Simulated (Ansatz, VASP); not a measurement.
## Two plane-wave programs on AgCl

```xyz
2
Lattice="3.3312 0.0000 0.0000 0.0000 3.3312 0.0000 0.0000 0.0000 3.3312" Properties=species:S:1:pos:R:3 pbc="T T T"
Ag    0.0000    0.0000    0.0000
Cl    1.6656    1.6656    1.6656
```

Measurements of this composition are mostly on another form, of space group No. 225.

Alike in both runs: task single point; functional PBEsol; k mesh 12 × 12 × 12; occupations gaussian, width 0.05 eV; no spin polarisation.

|  | VASP | Ansatz |
| --- | --- | --- |
| version | VASP 6.6.1 | Ansatz 0.2.0 |
| potentials or method | VASP PAW PBE potentials, release 64 (Ag, Cl) | scalar-relativistic, plane waves, PAW |
| plane-wave cutoff (eV) | 520 | 420 |
| valence electrons in the cell | 18 | 26 |

Ansatz gave:

```
gap on the k mesh at the Fermi level (eV) : 0.45
least direct gap on the mesh (eV)         : 2.28
pressure (GPa)                            : 0.0
```

Q: Which values does VASP return?

A: gap on the k mesh at the Fermi level (eV): 0.45; least direct gap on the mesh (eV): 2.28; pressure (GPa): -0.1.

With one functional, cell and mesh, what is left measures potentials, basis and numerics. The two sets of potentials don't hold the same shells in valence.

Caveats: the PAW data sets were made with another functional, which shifts forces and pressure a little (VASP).
